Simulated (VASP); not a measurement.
# AlN (P6_3mc) in VASP: a series of runs, part 2 of 2

VASP 6.6.1. The steps go on from the part before.

### Step 3. Relaxation of shape and atoms at fixed volume, PBEsol (a relaxed cell with its volume scaled by 0.96)

INCAR reads:

```
PREC = Accurate
ENCUT = 600
EDIFF = 1E-7
ISMEAR = 0
SIGMA = 0.03
LREAL = F
LASPH = T
NELM = 80
ALGO = Normal
ISIF = 4
LWAVE = F
LCHARG = F
GGA = PS
IBRION = 2
NSW = 40
EDIFFG = -0.01
```

KPOINTS reads:

```
regular mesh
0
Gamma
  12 12 6
```

POSCAR reads:

```
AlN                                     
1.0
    3.0710277712      0.0000000000      0.0000000000
   -1.5355138856      2.6595880656     -0.0000000000
   -0.0000000000     -0.0000000000      4.9144830506
  Al              N             
     2     2
Direct
     0.3333333332999970    0.6666666667000030    0.9989855796421117
     0.6666666667000030    0.3333333332999970    0.4989855796421115
     0.3333333332999970    0.6666666667000030    0.3810144203578910
     0.6666666667000030    0.3333333332999970    0.8810144203578909
```

Potentials or basis: VASP PAW PBE potentials, release 64 (Al, N).

The run is started by

```sh
$ cat potpaw_PBE.64/Al/POTCAR potpaw_PBE.64/N/POTCAR > POTCAR
$ mpirun -np 1 vasp_std > vasp.out
```

OUTCAR:

```text
PREC = Accurate
   ENCUT = 600
   EDIFF = 1E-7
   ISMEAR = 0
   LREAL = F
   LASPH = T
   NELM = 80
   ISIF = 4
   GGA = PS
   IBRION = 2
   NSW = 40
   EDIFFG = -0.01

 ion  position               nearest neighbor table
   1  0.333  0.667  0.999-   4 1.87   4 1.87   4 1.87   3 1.88   2 3.03   2 3.03   2 3.03   2 3.03
                             2 3.03   2 3.03
   2  0.667  0.333  0.499-   3 1.87   3 1.87   3 1.87   4 1.88   1 3.03   1 3.03   1 3.03   1 3.03
                             1 3.03   1 3.03
   3  0.333  0.667  0.381-   2 1.87   2 1.87   2 1.87   1 1.88
   4  0.667  0.333  0.881-   1 1.87   1 1.87   1 1.87   2 1.88

  LATTYP: Found a hexagonal cell.
 ALAT       =     3.0710277712
 C/A-ratio  =     1.6002730736

  Lattice vectors:

 A1 = (   3.0710277712,   0.0000000000,   0.0000000000)
 A2 = (  -1.5355138856,   2.6595880656,   0.0000000000)
 A3 = (   0.0000000000,   0.0000000000,   4.9144830506)

Analysis of symmetry for initial positions (statically):
=====================================================================
 Subroutine PRICEL returns:
 Original cell was already a primitive cell.

 Routine SETGRP: Setting up the symmetry group for a
 hexagonal supercell.

 Subroutine GETGRP returns: Found 12 space group operations
 (whereof  6 operations were pure point group operations)
 out of a pool of 24 trial point group operations.

The static configuration has the point symmetry C_3v.
 The point group associated with its full space group is C_6v.

Analysis of symmetry for dynamics (positions and initial velocities):
=====================================================================
 Subroutine PRICEL returns:
 Original cell was already a primitive cell.

 Routine SETGRP: Setting up the symmetry group for a
 hexagonal supercell.

 Subroutine GETGRP returns: Found 12 space group operations
 (whereof  6 operations were pure point group operations)
 out of a pool of 24 trial point group operations.

The dynamic configuration has the point symmetry C_3v.
[... 143 lines left out ...]

--------------------------------------- Ionic step        1  -------------------------------------------

 number of electron      16.0000000 magnetization

 Free energy of the ion-electron system (eV)
  ---------------------------------------------------
  ext. energy  EPLUGINS =         0.00000000
  ---------------------------------------------------
  free energy    TOTEN  =       -31.26800327 eV

  energy without entropy =      -31.26800327  energy(sigma->0) =      -31.26800327

------------------------ aborting loop because EDIFF is reached ----------------------------------------

  FORCE on cell =-STRESS in cart. coord.  units (eV):
  Direction    XX          YY          ZZ          XY          YZ          ZX
  --------------------------------------------------------------------------------------
  -------------------------------------------------------------------------------------
  Total        2.3043034      2.3043034      2.1504601      0.0000000     -0.0000000      0.0000000
  in kB       91.9759484     91.9759484     85.8353180      0.0000000     -0.0000000      0.0000000
  external PRESSURE =      89.9290716 kB  Pullay stress =       0.0000000 kB
[... 139 lines left out ...]
--------------------------------------- Ionic step        5  -------------------------------------------

 number of electron      16.0000001 magnetization

 Free energy of the ion-electron system (eV)
  ---------------------------------------------------
  ext. energy  EPLUGINS =         0.00000000
  ---------------------------------------------------
  free energy    TOTEN  =       -31.26823928 eV

  energy without entropy =      -31.26823928  energy(sigma->0) =      -31.26823928

 E-fermi :   6.6548     XC(G=0): -11.2823

 val. band max:        6.4850106021   @ k =   0.0000   0.0000   0.0000
 cond. band min:      10.9407805691   @ k =   0.0000   0.0000   0.0000
 fundamental gap:      4.4557699670
 Fermi energy:         6.6547571690

 k-point     1 :       0.0000    0.0000    0.0000
  band No.  band energies     occupation
      1      -8.9608      2.00000
      2      -6.6335      2.00000
      3       0.2291      2.00000
      4       5.5398      2.00000
      5       5.5398      2.00000
      6       6.2130      2.00000
      7       6.2130      2.00000
      8       6.4850      2.00000
      9      10.9408      0.00000
     10      13.3390      0.00000
     11      17.3162      0.00000
     12      17.7416      0.00000
[... 331 lines left out ...]
 k-point    24 :       0.3333    0.0000    0.1667
  band No.  band energies     occupation
      1      -7.5517      2.00000
      2      -6.2066      2.00000
      3       1.3572      2.00000
      4       2.3863      2.00000
      5       3.0073      2.00000
      6       4.5968      2.00000
      7       5.6497      2.00000
      8       5.7707      2.00000
      9      12.3593      0.00000
     10      13.1350      0.00000
     11      15.1780      0.00000
     12      16.8388      0.00000

 [... further k-points ...]
[... 5 lines left out ...]
  --------------------------------------------------------------------------------------
  -------------------------------------------------------------------------------------
  Total        2.2387435      2.2387435      2.2384429      0.0000000      0.0000000      0.0000000
  in kB       89.3591352     89.3591352     89.3471363      0.0000000      0.0000000      0.0000000
  external PRESSURE =      89.3551356 kB  Pullay stress =       0.0000000 kB
[... 19 lines left out ...]
  FREE ENERGIE OF THE ION-ELECTRON SYSTEM (eV)
  ---------------------------------------------------
  free  energy   TOTEN  =       -31.2682392770 eV

  energy  without entropy=      -31.2682392770  energy(sigma->0) =      -31.26823928

 reached required accuracy - stopping structural energy minimisation
```

It took 74 s on 1 thread of AMD EPYC 9R45 (Zen 5), shared host; peak memory 0.16 GiB.

What came out:

```
Free energy               : -31.2682 eV
Energy gained by relaxing : 0.1 meV/atom
Ionic steps               : 5
Pressure after relaxing   : 8.9 GPa
Band gap on the k mesh    : 4.46 eV, direct
```

Step by step:
| step | energy change (eV) | largest force (eV/Å) | pressure (GPa) |
| --- | --- | --- | --- |
| 1 | 0.0000 | 0.0169 | 8.99 |
| 2 | -0.0002 | 0.0213 | 8.96 |
| 3 | -0.0002 | 0.0240 | 8.95 |
| 4 | -0.0002 | 0.0226 | 8.93 |
| 5 | -0.0002 | 0.0010 | 8.94 |

Final structure:
```yaml
crystal:
  lattice:
    - [3.07430, 0.00000, 0.00000]
    - [-1.53715, 2.66242, 0.00000]
    - [0.00000, 0.00000, 4.90402]
  atoms:
    - { symbol: Al, position: [0.33333, 0.66667, 0.99851] }
    - { symbol: Al, position: [0.66667, 0.33333, 0.49851] }
    - { symbol: N, position: [0.33333, 0.66667, 0.38149] }
    - { symbol: N, position: [0.66667, 0.33333, 0.88149] }
```

Caveat: the PAW data sets were made with another functional, which shifts forces and pressure a little. A k mesh can miss the band edges.

### Step 4. Relaxation of shape and atoms at fixed volume, PBEsol (a relaxed cell with its volume scaled by 0.98)

INCAR is that of step 3.

KPOINTS is that of step 3.

Edit POSCAR of step 3 so:

```diff
@@ -2,5 +2,5 @@
 1.0
-    3.0710277712      0.0000000000      0.0000000000
-   -1.5355138856      2.6595880656     -0.0000000000
-   -0.0000000000     -0.0000000000      4.9144830506
+    3.0922079423      0.0000000000      0.0000000000
+   -1.5461039712      2.6779306319     -0.0000000000
+   -0.0000000000     -0.0000000000      4.9483771082
   Al              N
```

The run is started by

```sh
$ cat potpaw_PBE.64/Al/POTCAR potpaw_PBE.64/N/POTCAR > POTCAR
$ mpirun -np 1 vasp_std > vasp.out
```

Wall time 44 s (1 thread of AMD EPYC 9R45 (Zen 5), shared host); peak memory 0.16 GiB.

It converged, with:

```
Free energy                  : -31.3036 eV
Energy gained by relaxing    : 0.0 meV/atom
Ionic steps                  : 2
Pressure after relaxing      : 4.3 GPa
Largest force after relaxing : 0.009 eV/Å
Band gap on the k mesh       : 4.29 eV, direct
```

Forces in eV/Å, atoms in the order of the input:
```
Al   0.000  0.000 -0.009
Al   0.000  0.000 -0.009
N    0.000  0.000  0.009
N    0.000  0.000  0.009
```

Final structure:
```cif
data_structure
_symmetry_space_group_name_H-M 'P 1'
_symmetry_Int_Tables_number 1
_cell_length_a 3.0931
_cell_length_b 3.0931
_cell_length_c 4.9455
_cell_angle_alpha 90.000
_cell_angle_beta 90.000
_cell_angle_gamma 120.000
_cell_volume 40.98
loop_
_atom_site_label
_atom_site_type_symbol
_atom_site_fract_x
_atom_site_fract_y
_atom_site_fract_z
_atom_site_occupancy
Al1 Al 0.33333 0.66667 0.99891 1
Al2 Al 0.66667 0.33333 0.49891 1
N1 N 0.33333 0.66667 0.38109 1
N2 N 0.66667 0.33333 0.88109 1
```

Levels at points of the mesh, in eV from the valence-band top:
```tsv
k point	band 6	band 7	band 8	band 9	band 10	band 11
(0.00, 0.00, 0.00)	-0.24	-0.24	0.00	4.29	6.71	10.66
(0.50, 0.00, 0.00)	-2.15	-1.84	-0.72	5.72	5.73	8.24
(0.00, 0.00, 0.50)	-0.58	-0.58	-0.58	6.54	6.54	10.37
(0.50, 0.00, 0.50)	-1.51	-1.40	-1.40	5.24	5.24	9.24
```

Caveat: the PAW data sets were made with another functional, which shifts forces and pressure a little.

### Step 5. Relaxation of shape and atoms at fixed volume, PBEsol

INCAR is that of step 4.

KPOINTS is that of step 4.

Edit POSCAR of step 4 so:

```diff
@@ -2,5 +2,5 @@
 1.0
-    3.0922079423      0.0000000000      0.0000000000
-   -1.5461039712      2.6779306319     -0.0000000000
-   -0.0000000000     -0.0000000000      4.9483771082
+    3.1131018731      0.0000000000      0.0000000000
+   -1.5565509365      2.6960253067     -0.0000000000
+   -0.0000000000     -0.0000000000      4.9818131029
   Al              N
```

The run is started by

```sh
$ cat potpaw_PBE.64/Al/POTCAR potpaw_PBE.64/N/POTCAR > POTCAR
$ mpirun -np 1 vasp_std > vasp.out
```

It took 30 s on 1 thread of AMD EPYC 9R45 (Zen 5), shared host; peak memory 0.16 GiB.

Results (log left out):

```
Free energy             : -31.3157 eV
Pressure after relaxing : 0.0 GPa
Band gap on the k mesh  : 4.12 eV, direct
```

Final structure:
```
Al N
1.0
     3.11310    0.00000    0.00000
    -1.55655    2.69603    0.00000
     0.00000    0.00000    4.98181
Al N
2 2
Direct
  0.33333 0.66667 0.99899
  0.66667 0.33333 0.49899
  0.33333 0.66667 0.38101
  0.66667 0.33333 0.88101
```

Levels at points of the mesh, in eV from the valence-band top:
```
           k point  band 6  band 7  band 8  band 9  band 10  band 11
(0.00, 0.00, 0.00)   -0.23   -0.23    0.00    4.12     6.55    10.50
(0.50, 0.00, 0.00)   -2.12   -1.81   -0.70    5.67     5.67     8.07
(0.00, 0.00, 0.50)   -0.56   -0.56   -0.56    6.37     6.37    10.20
(0.50, 0.00, 0.50)   -1.49   -1.38   -1.38    5.17     5.17     9.12
```

Caveat: the relaxation stopped at its first step, so nothing moved; the PAW data sets were made with another functional, which shifts forces and pressure a little.

### Step 6. Relaxation of shape and atoms at fixed volume, PBEsol (a relaxed cell with its volume scaled by 1.02)

INCAR is that of step 5.

KPOINTS is that of step 5.

Edit POSCAR of step 5 so:

```diff
@@ -2,5 +2,5 @@
 1.0
-    3.1131018731      0.0000000000      0.0000000000
-   -1.5565509365      2.6960253067     -0.0000000000
-   -0.0000000000     -0.0000000000      4.9818131029
+    3.1337190426      0.0000000000      0.0000000000
+   -1.5668595213      2.7138802993     -0.0000000000
+   -0.0000000000     -0.0000000000      5.0148062042
   Al              N
```

Potentials or basis: VASP PAW PBE potentials, release 64 (Al, N).

The run is started by

```sh
$ cat potpaw_PBE.64/Al/POTCAR potpaw_PBE.64/N/POTCAR > POTCAR
$ mpirun -np 1 vasp_std > vasp.out
```

Wall time 43 s (1 thread of AMD EPYC 9R45 (Zen 5), shared host); peak memory 0.16 GiB.

The run converged. Its results:

```yaml
Free_energy: -31.3066 eV
Energy_gained_by_relaxing: 0.0 meV/atom
Ionic_steps: 2
Pressure_after_relaxing: -3.9 GPa
Largest_force_after_relaxing: 0.009 eV/Å
Band_gap_on_the_k_mesh: 3.95 eV, direct
```

Forces on the atoms (eV/Å):
```
Al   0.000  0.000  0.009
Al   0.000  0.000  0.009
N    0.000  0.000 -0.009
N    0.000  0.000 -0.009
```

Final structure:
```
Al N
1.0
     3.13276    0.00000    0.00000
    -1.56638    2.71305    0.00000
     0.00000    0.00000    5.01787
Al N
2 2
Direct
  0.33333 0.66667 0.99907
  0.66667 0.33333 0.49907
  0.33333 0.66667 0.38093
  0.66667 0.33333 0.88093
```

Levels at points of the mesh, in eV from the valence-band top:
| k point | band 6 | band 7 | band 8 | band 9 | band 10 | band 11 |
| --- | --- | --- | --- | --- | --- | --- |
| (0.00, 0.00, 0.00) | -0.21 | -0.21 | 0.00 | 3.95 | 6.39 | 10.34 |
| (0.50, 0.00, 0.00) | -2.08 | -1.78 | -0.69 | 5.61 | 5.63 | 7.91 |
| (0.00, 0.00, 0.50) | -0.55 | -0.55 | -0.55 | 6.21 | 6.21 | 10.04 |
| (0.50, 0.00, 0.50) | -1.46 | -1.36 | -1.36 | 5.11 | 5.11 | 9.01 |

Caveat: the PAW data sets were made with another functional, which shifts forces and pressure a little. A k mesh can miss the band edges.

### Step 7. Summary

| cell | gap on the mesh (eV) | pressure (GPa) | largest force (eV/Å) |
| --- | --- | --- | --- |
| atoms relaxed at fixed volume from: a relaxed cell with its volume scaled by 0.94 | 4.63 | 14.1 | - |
| atoms relaxed at fixed volume from: a relaxed cell with its volume scaled by 0.96 | 4.46 | 8.9 | - |
| atoms relaxed at fixed volume from: a relaxed cell with its volume scaled by 0.98 | 4.29 | 4.3 | 0.01 |
| atoms relaxed at fixed volume | 4.12 | 0.0 | - |
| atoms relaxed at fixed volume from: a relaxed cell with its volume scaled by 1.02 | 3.95 | -3.9 | 0.01 |

Alike in all rows: task relaxation of shape and atoms at fixed volume; level PBEsol; potentials or basis VASP PAW PBE potentials, release 64 (Al, N); no spin polarisation; k mesh 12 × 12 × 6; cutoff (eV) 600; smearing gaussian 0.03 eV.

Caveats: the PAW data sets were made with another functional, which shifts forces and pressure a little; the relaxation stopped at its first step, so nothing moved (some runs).

Absolute energies hang on the potentials; compare differences alone.

### Step 8. Against experiment

Step 5. A measured gap of AlN is 6.0343 eV (an exciton energy, a little under the gap; 0 K; quoted in “Structural and optical properties of self-assembled AlN nanowires grown on SiO2/Si substrates by molecular beam epitaxy”, 2024, arxiv:2402.00216); the calculated 4.12 eV misses it by -1.92 eV. 2 values of this kind are on record (6.034 to 6.0343 eV); this one was drawn at random. The value is that of PBEsol on a finite k mesh, which can miss the band edges, without temperature or zero-point motion. Semilocal functionals fall short of measured gaps as a rule.
